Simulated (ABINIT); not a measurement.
# GaN (P6_3mc) in ABINIT: a series of runs

Aim: see how the results for GaN move with the level of theory and the settings. Levels: LDA, PBEsol. Tasks: single point, relaxation of cell and atoms.

All numbers are computed with ABINIT 10.8.3 (patched build); they aren't measurements. Logs are shortened: lines on timing, memory, paths and dates and some standing lists are left out, and cuts for length are marked. The log counts tension as positive stress, the text compression.

## 1. The structure

It takes space group P6_3mc (No. 186, hexagonal). Conventional cell: a = 3.180 Å, b = 3.180 Å, c = 5.166 Å, α = 90.00°, β = 90.00°, γ = 120.00°. Around Ga (site symmetry 3m) lie 4 N at 1.94 to 1.95 Å. N (site symmetry 3m) has 4 Ga at 1.94 to 1.95 Å as nearest neighbours.

## 2. Single point, LDA (cell relaxed)

run.abi

```
# Pseudopotentials
pp_dirpath "./"
pseudos "Ga.upf, N.upf"

# Structure
acell 3*1.0
rprim
     5.9532771538     0.0000000000     0.0000000000
    -2.9766385769     5.1556892545     0.0000000000
     0.0000000000     0.0000000000     9.7050326888
ntypat 2
znucl 31 7
natom 4
typat 1 1 2 2
xred
     0.6666666700     0.3333333300     0.4992941800
     0.3333333300     0.6666666700    -0.0007058200
     0.6666666700     0.3333333300     0.8757058200
     0.3333333300     0.6666666700     0.3757058200
chkprim 0
chksymtnons 0
tolsym 1.0e-6

# Plane-wave basis
ecut 42.0

# k points
kptopt 1
ngkpt 8 8 4
nshiftk 1
shiftk 0.0 0.0 0.0

# Exchange and correlation
ixc 7

# Bands and occupations
nband 22
occopt 3
tsmear 0.05 eV

# SCF cycle
nstep 100
tolvrs 1.0e-10

# Output
iomode 3
prtwf 0
prtden 0
prteig 0
prtebands 0
enunit 1
```

Potentials or basis: PseudoDojo NC SR LDA v0.4.1 standard.

Launch:

```sh
> mpirun --bind-to none -np 4 abinit run.abi > log 2>&1
```

run.abo:

```text
.Version 10.8.3 of ABINIT
 Symmetries : space group P6_3 m c (#186); Bravais hP (primitive hexag.)
================================================================================
 Values of the parameters that define the memory need of the present run
     intxc =       0    ionmov =       0      iscf =       7    lmnmax =       6
     lnmax =       6     mgfft =      60  mpssoang =       3    mqgrid =    3001
     natom =       4  nloc_mem =       1    nspden =       1   nspinor =       1
    nsppol =       1      nsym =      12    n1xccc =    2501    ntypat =       2
    occopt =       3   xclevel =       1
       mpw =        3901          nfft =       77760          nkpt =          30
================================================================================
================================================================================

--------------------------------------------------------------------------------
------------- Echo of variables that govern the present computation ------------
--------------------------------------------------------------------------------
 -outvars: echo values of preprocessed input variables --------
            acell      1.0000000000E+00  1.0000000000E+00  1.0000000000E+00 Bohr
              amu      6.97230000E+01  1.40067400E+01
          chkprim           0
      chksymtnons           0
             ecut      4.20000000E+01 Hartree
           enunit           1
              ixc           7
         kptrlatt        8    0    0      0    8    0      0    0    4
          kptrlen      3.88201308E+01
            natom           4
            nband          22
            ngfft          36      36      60
             nkpt          30
            nstep         100
             nsym          12
           ntypat           2
           occopt           3
           prtden           0
        prtebands           0
           prteig           0
            prtwf           0
            rprim      5.9532771538E+00  0.0000000000E+00  0.0000000000E+00
                      -2.9766385769E+00  5.1556892545E+00  0.0000000000E+00
                       0.0000000000E+00  0.0000000000E+00  9.7050326888E+00
          spgroup         186
           tolsym      1.00000000E-06
           tolvrs      1.00000000E-10
           tsmear      1.83746611E-03 Hartree
            typat      1  1  2  2
           xangst      1.5751692989E+00  9.0942441938E-01  2.5642161961E+00
                      -1.3388194793E-16  1.8188488388E+00 -3.6248671585E-03
                       1.5751692989E+00  9.0942441938E-01  4.4973467278E+00
                      -1.3388194793E-16  1.8188488388E+00  1.9295056646E+00
            xcart      2.9766385769E+00  1.7185630848E+00  4.8456663382E+00
                      -2.5300021479E-16  3.4371261697E+00 -6.8500061724E-03
                       2.9766385769E+00  1.7185630848E+00  8.4987536089E+00
                      -2.5300021479E-16  3.4371261697E+00  3.6462372645E+00
             xred      6.6666666667E-01  3.3333333333E-01  4.9929418000E-01
                       3.3333333333E-01  6.6666666667E-01 -7.0582000000E-04
                       6.6666666667E-01  3.3333333333E-01  8.7570582000E-01
                       3.3333333333E-01  6.6666666667E-01  3.7570582000E-01
            znucl       31.00000    7.00000

================================================================================

 chkinp: Checking input parameters for consistency.

================================================================================
== DATASET  1 ==================================================================

--- !DatasetInfo
iteration_state: {dtset: 1, }
dimensions: {natom: 4, nkpt: 30, mband: 22, nsppol: 1, nspinor: 1, nspden: 1, mpw: 3901, }
cutoff_energies: {ecut:  42.0, pawecutdg:  -1.0, }
electrons: {nelect:   3.60000000E+01, charge:   0.00000000E+00, occopt:   3.00000000E+00, tsmear:   1.83746611E-03, }
meta: {optdriver: 0, ionmov: 0, optcell: 0, iscf: 7, paral_kgb: 0, }
...

 Exchange-correlation functional for the present dataset will be:
  LDA: Perdew-Wang 92 LSD fit to Ceperley-Alder data - ixc=7
  J.P.Perdew and Y.Wang, PRB 45, 13244 (1992)

 Real(R)+Recip(G) space primitive vectors, cartesian coordinates (Bohr,Bohr^-1):
 R(1)=  5.9532772  0.0000000  0.0000000  G(1)=  0.1679747  0.0969802  0.0000000
 R(2)= -2.9766386  5.1556893  0.0000000  G(2)=  0.0000000  0.1939605  0.0000000
 R(3)=  0.0000000  0.0000000  9.7050327  G(3)=  0.0000000  0.0000000  0.1030393
 Unit cell volume ucvol=  2.9787897E+02 bohr^3
 Angles (23,13,12)=  9.00000000E+01  9.00000000E+01  1.20000000E+02 degrees

 getcut: wavevector=  0.0000  0.0000  0.0000  ngfft=  36  36  60
         ecut(hartree)=     42.000   => boxcut(ratio)=   2.07280

--- Pseudopotential description ------------------------------------------------
[... 52 lines left out ...]
- [ -2.9766386,   5.1556893,   0.0000000, ]
- [  0.0000000,   0.0000000,   9.7050327, ]
lattice_lengths: [   5.95328,    5.95328,    9.70503, ]
lattice_angles: [ 90.000,  90.000, 120.000, ] # degrees, (23, 13, 12)
lattice_volume:   2.9787897E+02
convergence: {deltae: -1.393E-12, res2:  4.572E-12, residm:  3.028E-06, diffor: null, }
etotal    :  -1.73550014E+02
entropy   :   0.00000000E+00
fermie    :   2.38594857E-01
cartesian_stress_tensor: # hartree/bohr^3
- [  5.34489718E-07,   0.00000000E+00,   0.00000000E+00, ]
- [  0.00000000E+00,   5.34456412E-07,   0.00000000E+00, ]
- [  0.00000000E+00,   0.00000000E+00,   5.72612054E-07, ]
pressure_GPa:  -1.6099E-02
xred      :
- [  6.6667E-01,   3.3333E-01,   4.9929E-01, Ga]
- [  3.3333E-01,   6.6667E-01,  -7.0582E-04, Ga]
- [  6.6667E-01,   3.3333E-01,   8.7571E-01,  N]
- [  3.3333E-01,   6.6667E-01,   3.7571E-01,  N]
cartesian_forces: # hartree/bohr
- [ -2.31575705E-26,  -1.33700296E-26,   3.05974168E-06, ]
- [  2.31575705E-26,   1.33700296E-26,   3.05974168E-06, ]
- [ -0.00000000E+00,  -0.00000000E+00,  -3.05974168E-06, ]
- [ -0.00000000E+00,  -0.00000000E+00,  -3.05974168E-06, ]
force_length_stats: {min:   3.05974168E-06, max:   3.05974168E-06, mean:   3.05974168E-06, }
...

 Integrated electronic density in atomic spheres:
 ------------------------------------------------
 Atom  Sphere_radius  Integrated_density
    1        2.00000         10.95204036
    2        2.00000         10.95204036
    3        2.00000          5.27076006
    4        2.00000          5.27076006
================================================================================

 ----iterations are completed or convergence reached----

 Mean square residual over all n,k,spin=   17.762E-09; max=  30.281E-07
 reduced coordinates (array xred) for    4 atoms
       0.666666666667      0.333333333333      0.499294180000
       0.333333333333      0.666666666667     -0.000705820000
       0.666666666667      0.333333333333      0.875705820000
       0.333333333333      0.666666666667      0.375705820000
 rms dE/dt=  1.7144E-05; max dE/dt=  2.9603E-05; dE/dt below (all hartree)
    1       0.000000000000      0.000000000000     -0.000029787070
    2      -0.000000000000      0.000000000000     -0.000029787070
    3       0.000000000000      0.000000000000      0.000029602716
    4       0.000000000000      0.000000000000      0.000029602716

 cartesian coordinates (angstrom) at end:
    1      1.57516929892160     0.90942441937599     2.56421619609023
    2     -0.00000000000000     1.81884883875199    -0.00362486715852
    3      1.57516929892160     0.90942441937599     4.49734672784386
    4     -0.00000000000000     1.81884883875199     1.92950566459509

 cartesian forces (hartree/bohr) at end:
    1     -0.00000000000000    -0.00000000000000     0.00000305974168
    2      0.00000000000000     0.00000000000000     0.00000305974168
    3     -0.00000000000000    -0.00000000000000    -0.00000305974168
    4     -0.00000000000000    -0.00000000000000    -0.00000305974168
 frms,max,avg= 1.7665427E-06 3.0597417E-06   0.000E+00  0.000E+00  9.498E-09 h/b

 cartesian forces (eV/Angstrom) at end:
    1     -0.00000000000000    -0.00000000000000     0.00015733824305
    2      0.00000000000000     0.00000000000000     0.00015733824305
    3     -0.00000000000000    -0.00000000000000    -0.00015733824305
    4     -0.00000000000000    -0.00000000000000    -0.00015733824305
 frms,max,avg= 9.0839277E-05 1.5733824E-04   0.000E+00  0.000E+00  4.884E-07 e/A
 length scales=  1.000000000000  1.000000000000  1.000000000000 bohr
              =  0.529177210544  0.529177210544  0.529177210544 angstroms
 Fermi (or HOMO) energy (eV) =   6.49250   Average Vxc (eV)= -12.39631
 Eigenvalues (   eV  ) for nkpt=  30  k points:
 kpt#   1, nband= 22, wtk=  0.00391, kpt=  0.0000  0.0000  0.0000 (reduced coord)
 -10.75939   -9.82291   -8.30858   -8.29631   -8.29631   -8.23128   -8.23128   -8.02109
  -8.02109   -7.91309   -7.91309   -6.50249   -1.98421    4.29140    4.29140    5.32291
   5.37505    5.37505    7.55624    9.79074   14.61370   15.32892
 prteigrs : prtvol=0 or 1, do not print more k-points.

--- !EnergyTerms
iteration_state     : {dtset: 1, }
comment             : Components of total free energy in Hartree
kinetic             :  1.40032480745945E+02
hartree             :  4.29735425650968E+01
xc                  : -4.73792738410100E+01
Ewald energy        : -1.17969881930984E+02
psp_core            :  7.22506706254315E+00
local_psp           : -1.19757875646792E+02
non_local_psp       : -7.86740726916199E+01
internal            : -1.73550013736821E+02
'-kT*entropy'       : -3.78266942075750E-13
total_energy        : -1.73550013736821E+02
total_energy_eV     : -4.72253645678796E+03
band_energy         : -6.27564081587071E+00
...

 Cartesian components of stress tensor (hartree/bohr^3)
  sigma(1 1)=  5.34489718E-07  sigma(3 2)=  0.00000000E+00
  sigma(2 2)=  5.34456412E-07  sigma(3 1)=  0.00000000E+00
  sigma(3 3)=  5.72612054E-07  sigma(2 1)=  0.00000000E+00

-Cartesian components of stress tensor (GPa)         [Pressure= -1.6099E-02 GPa]
- sigma(1 1)=  1.57252304E-02  sigma(3 2)=  0.00000000E+00
- sigma(2 2)=  1.57242505E-02  sigma(3 1)=  0.00000000E+00
- sigma(3 3)=  1.68468283E-02  sigma(2 1)=  0.00000000E+00

== END DATASET(S) ==============================================================
================================================================================

 -outvars: echo values of variables after computation  --------
            acell      1.0000000000E+00  1.0000000000E+00  1.0000000000E+00 Bohr
           etotal     -1.7355001374E+02
            fcart     -2.3157570505E-26 -1.3370029556E-26  3.0597416764E-06
                       2.3157570505E-26  1.3370029556E-26  3.0597416764E-06
                      -0.0000000000E+00 -0.0000000000E+00 -3.0597416764E-06
                      -0.0000000000E+00 -0.0000000000E+00 -3.0597416764E-06
            rprim      5.9532771538E+00  0.0000000000E+00  0.0000000000E+00
                      -2.9766385769E+00  5.1556892545E+00  0.0000000000E+00
                       0.0000000000E+00  0.0000000000E+00  9.7050326888E+00
           strten      5.3448971767E-07  5.3445641194E-07  5.7261205429E-07
                       0.0000000000E+00  0.0000000000E+00  0.0000000000E+00
           xangst      1.5751692989E+00  9.0942441938E-01  2.5642161961E+00
                      -1.3388194793E-16  1.8188488388E+00 -3.6248671585E-03
                       1.5751692989E+00  9.0942441938E-01  4.4973467278E+00
                      -1.3388194793E-16  1.8188488388E+00  1.9295056646E+00
             xred      6.6666666667E-01  3.3333333333E-01  4.9929418000E-01
                       3.3333333333E-01  6.6666666667E-01 -7.0582000000E-04
                       6.6666666667E-01  3.3333333333E-01  8.7570582000E-01
                       3.3333333333E-01  6.6666666667E-01  3.7570582000E-01
 Calculation completed.
```

Run time: 43 s. Hardware: 4 MPI ranks of Arm Neoverse V1, shared host; peak memory 0.32 GiB.

Results:

```yaml
Free_energy: -4722.5365 eV
Pressure: 0.0 GPa
Band_gap_on_the_k_mesh: 2.18 eV, direct
Valence_electrons_inside_the_program's_atomic_spheres: Ga 10.95; N 5.27
```

[end of part 1 of 2]
